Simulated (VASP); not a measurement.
# ZnS (P1) in VASP: Berry-phase polarisation with AM05+D4

Aim: the Berry-phase polarisation of ZnS with AM05+D4.

All numbers are computed with VASP 6.6.1; they aren't measurements. Logs are shortened: lines on timing, memory, paths and dates and some standing lists are left out, and cuts for length are marked.

## 1. Starting point

The typed cell holds 8 atoms: a = 3.823 Å, b = 3.823 Å, c = 12.520 Å, α = 90.00°, β = 90.00°, γ = 120.00°.

## 2. Berry-phase polarisation, AM05+D4

INCAR reads:

```
PREC = Accurate
ENCUT = 520
EDIFF = 1E-5
ISMEAR = -5
SIGMA = 0.05
LREAL = F
LASPH = T
NELM = 100
ALGO = Fast
ISIF = 2
LWAVE = F
LCHARG = F
GGA = AM
IVDW = 13
LCALCPOL = T
```

KPOINTS reads:

```
Automatic mesh
0
Gamma
  8 8 3
```

POSCAR reads:

```
ZnS
1.0
    3.8227020300      0.0000000000      0.0000000000
   -1.9113510200      3.3105570700      0.0000000000
    0.0000000000      0.0000000000     12.5200000000
Zn S
4 4
Direct
    0.9851047700      0.9204857200      0.0000193800
    0.9987712600      0.9705952800      0.5048414900
    0.3158782900      0.7049501600      0.2505452200
    0.6191362200      0.2860169500      0.7518393700
    0.0054393200      0.0346793800      0.1883686300
    0.0165990800      0.0102159100      0.6900314300
    0.3253689500      0.7212917300      0.4328807300
    0.7337021000      0.3517648600      0.9314737500
```

Potentials or basis: VASP PAW PBE potentials, release 64 (Zn, S).

Started as:

```sh
> cat potpaw_PBE.64/Zn/POTCAR potpaw_PBE.64/S/POTCAR > POTCAR
> mpirun -np 1 vasp_std > vasp.out
```

OUTCAR:

```text
PREC = Accurate
   ENCUT = 520
   EDIFF = 1E-5
   ISMEAR = -5
   LREAL = F
   LASPH = T
   NELM = 100
   ISIF = 2
   GGA = AM
   IVDW = 13

 ion  position               nearest neighbor table
   1  0.985  0.920  0.000-   8 2.07   5 2.39   8 2.44   8 2.63
   2  0.999  0.971  0.505-   7 2.11   6 2.32   7 2.43   7 2.65
   3  0.316  0.705  0.251-   5 2.26   7 2.28   5 2.35   5 2.41
   4  0.619  0.286  0.752-   6 2.14   8 2.28   6 2.37   6 2.52
   5  0.005  0.035  0.188-   3 2.26   3 2.35   1 2.39   3 2.41
   6  0.017  0.010  0.690-   4 2.14   2 2.32   4 2.37   4 2.52
   7  0.325  0.721  0.433-   2 2.11   3 2.28   2 2.43   2 2.65
   8  0.734  0.352  0.931-   1 2.07   4 2.28   1 2.44   1 2.63

  LATTYP: Found a hexagonal cell.
 ALAT       =     3.8227020300
 C/A-ratio  =     3.2751702596

  Lattice vectors:

 A1 = (   3.8227020300,   0.0000000000,   0.0000000000)
 A2 = (  -1.9113510200,   3.3105570700,   0.0000000000)
 A3 = (   0.0000000000,   0.0000000000,  12.5200000000)

Analysis of symmetry for initial positions (statically):
=====================================================================
 Subroutine PRICEL returns:
 Original cell was already a primitive cell.

 Routine SETGRP: Setting up the symmetry group for a
 hexagonal supercell.

 Subroutine GETGRP returns: Found  1 space group operations
 (whereof  1 operations were pure point group operations)
 out of a pool of 24 trial point group operations.

The static configuration has the point symmetry C_1 .

Analysis of symmetry for dynamics (positions and initial velocities):
=====================================================================
 Subroutine PRICEL returns:
 Original cell was already a primitive cell.

 Routine SETGRP: Setting up the symmetry group for a
 hexagonal supercell.

 Subroutine GETGRP returns: Found  1 space group operations
 (whereof  1 operations were pure point group operations)
 out of a pool of 24 trial point group operations.

The dynamic configuration has the point symmetry C_1 .

 Subroutine INISYM returns: Found  1 space group operations
 (whereof  1 operations are pure point group operations),
 and found     1 'primitive' translations

----------------------------------------------------------------------------------------

                                     Primitive cell

  volume of cell :     158.4440

  direct lattice vectors                    reciprocal lattice vectors
[... 112 lines left out ...]
   NELECT =      72.0000    total number of electrons
   NUPDOWN=      -1.0000    fix difference up-down
   EMIN   =  10.00;   EMAX   =-10.00  energy-range for DOS
   EFERMI =   0.00;   METHOD = LEGACY
   ISMEAR =    -5;   SIGMA  =   0.05  broadening in eV -4-tet -1-fermi 0-gaus
   EFERMI_NEDOS =   21; number of points for ismear=-14 and -15
   IALGO  =     68    algorithm
   IMIX   =      4    mixing-type and parameters
     AMIX     =   0.40;   BMIX     =  1.00
     AMIX_MAG =   1.60;   BMIX_MAG =  1.00
  volume/ion in A,a.u.               =      19.81       133.65
  Fermi-wavevector in a.u.,A,eV,Ry     =   1.258617  2.378442 21.553229  1.584118
  Thomas-Fermi vector in A             =   2.392218
   LORBIT       =      0    0 simple, 1 ext, 2 COOP (PROOUT), +10 PAW based schemes
   GGA     = AM    functional components
   LHFCALC =     F    Hartree Fock is set to
   AEXX    =    0.0000 exact exchange contribution
   IVDW    =    13    specifies the selected vdW correction
   LEPSILON=     F    determine dielectric tensor
   LRPA    =     F    only Hartree local field effects (RPA)
   LRPA       =     F
 non-spin polarized calculation
 RMM-DIIS sequential band-by-band and
 Fermi weights with tetrahedron method with Bloechl corrections
  energy-cutoff  :      520.00
  volume of cell :      158.44
 maximum number of plane-waves:      4293
   NGX = 15   NGY = 15   NGZ = 47

 number of electron      71.9999988 magnetization

 Free energy of the ion-electron system (eV)
  ---------------------------------------------------
  ext. energy  EPLUGINS =         0.00000000
  ---------------------------------------------------
  free energy    TOTEN  =       -27.60306704 eV

  energy without entropy =      -27.60306704  energy(sigma->0) =      -27.60306704

 E-fermi :   2.1897     XC(G=0):  -9.6683

 val. band max:        2.1829853351   @ k =   0.0000   0.0000   0.0000
 cond. band min:       4.1636893930   @ k =   0.0000   0.0000   0.0000
 fundamental gap:      1.9807040579
 Fermi energy:         2.1896873151

 k-point     1 :       0.0000    0.0000    0.0000
  band No.  band energies     occupation
      1     -11.1718      2.00000
      2     -10.7247      2.00000
      3     -10.6671      2.00000
      4     -10.1582      2.00000
      5      -4.7572      2.00000
      6      -4.6559      2.00000
[... 1093 lines left out ...]
     42       7.4205      0.00000
     43       8.0503      0.00000

 [... further k-points ...]

------------------------ aborting loop because EDIFF is reached ----------------------------------------

            Ionic dipole moment: p[ion]=(    -0.50766    -2.34292   -55.79572 ) |e| Angst

 Total electronic dipole moment: p[elc]=(     0.18196     0.79764    12.30615 ) |e| Angst

  DFT-D4 for vdW energy calculation

  Edisp (eV):   -1.40232

  FORCE on cell =-STRESS in cart. coord.  units (eV):
  Direction    XX          YY          ZZ          XY          YZ          ZX
  --------------------------------------------------------------------------------------
  -------------------------------------------------------------------------------------
  Total       0.71184     0.71279    -0.24566    -1.26166     2.76006    -0.12664
  in kB       7.19809     7.20768    -2.48409   -12.75782    27.90958    -1.28062
  external pressure =        3.97 kB  Pullay stress =        0.00 kB

 VOLUME and BASIS-vectors are now :
 -----------------------------------------------------------------------------
  energy-cutoff  :      520.00
  volume of cell :      158.44
      direct lattice vectors                 reciprocal lattice vectors
     3.822702030  0.000000000  0.000000000     0.261595069  0.151031984  0.000000000
    -1.911351020  3.310557070  0.000000000     0.000000000  0.302063967  0.000000000
     0.000000000  0.000000000 12.520000000     0.000000000  0.000000000  0.079872204

 POSITION                                       TOTAL-FORCE (eV/Angst)
 -----------------------------------------------------------------------------------
      2.00639      3.04732      0.00024        -0.083333      2.600489      0.886415
      1.96286      3.21321      6.32062        -1.623705      1.033508      0.243224
     -0.13990      2.33378      3.13683         0.493767     -0.078011     -0.142848
      1.82009      0.94688      9.41303         1.275747      0.999949      0.092451
     -0.04549      0.11481      2.35838        -0.428642     -0.037558     -0.576169
      0.04393      0.03382      8.63919        -1.320700     -0.929229     -0.565291
     -0.13485      2.38788      5.41967         1.805683     -1.086412      0.146859
      2.13238      1.16454     11.66205        -0.118817     -2.502736     -0.084642
 -----------------------------------------------------------------------------------
    total drift:                                0.000938     -0.000809      0.001320

  FREE ENERGIE OF THE ION-ELECTRON SYSTEM (eV)
  ---------------------------------------------------
  free  energy   TOTEN  =       -29.0053918208 eV

  energy  without entropy=      -29.0053918208  energy(sigma->0) =      -29.00539182
```

OSZICAR:

```text
N       E                     dE             d eps       ncg     rms          rms(c)
DAV:   1     0.579022868672E+03    0.57902E+03   -0.32939E+04  8428   0.201E+03
DAV:   2     0.495750234246E+02   -0.52945E+03   -0.51605E+03  8484   0.447E+02
DAV:   3    -0.257451816692E+02   -0.75320E+02   -0.74373E+02  9221   0.157E+02
DAV:   4    -0.293313011359E+02   -0.35861E+01   -0.35730E+01 10093   0.340E+01
DAV:   5    -0.293905003612E+02   -0.59199E-01   -0.59147E-01  9932   0.460E+00    0.147E+01
RMM:   6    -0.276825116965E+02    0.17080E+01   -0.56228E+00  9113   0.150E+01    0.114E+01
RMM:   7    -0.276038571919E+02    0.78655E-01   -0.24783E+00  9474   0.902E+00    0.366E+00
RMM:   8    -0.276305933173E+02   -0.26736E-01   -0.53758E-01  9841   0.416E+00    0.154E+00
RMM:   9    -0.276024851038E+02    0.28108E-01   -0.13710E-01  9250   0.265E+00    0.841E-01
RMM:  10    -0.276020891377E+02    0.39597E-03   -0.43166E-02  9795   0.163E+00    0.313E-01
RMM:  11    -0.276031784773E+02   -0.10893E-02   -0.12900E-02 10757   0.575E-01    0.321E-01
RMM:  12    -0.276029966288E+02    0.18185E-03   -0.24503E-03 10167   0.317E-01    0.109E-01
RMM:  13    -0.276030632571E+02   -0.66628E-04   -0.52112E-04 10020   0.114E-01    0.166E-01
RMM:  14    -0.276030670411E+02   -0.37839E-05   -0.94936E-05  8948   0.519E-02
   1 F= -.29005392E+02 E0= -.29005392E+02  d E =0.000000E+00
```

Wall time 12 min (1 thread of AMD EPYC 7R13 (Zen 3), shared host); peak memory 0.6 GiB.

Results:

```yaml
Dispersion_energy_per_atom: -0.175 eV
```

Dipole moments of the cell (e·Å, modulo the quantum): ionic -0.508, -2.343, -55.796; electronic 0.182, 0.798, 12.306

Caveat: the PAW data sets were made with another functional, which shifts forces and pressure a little.
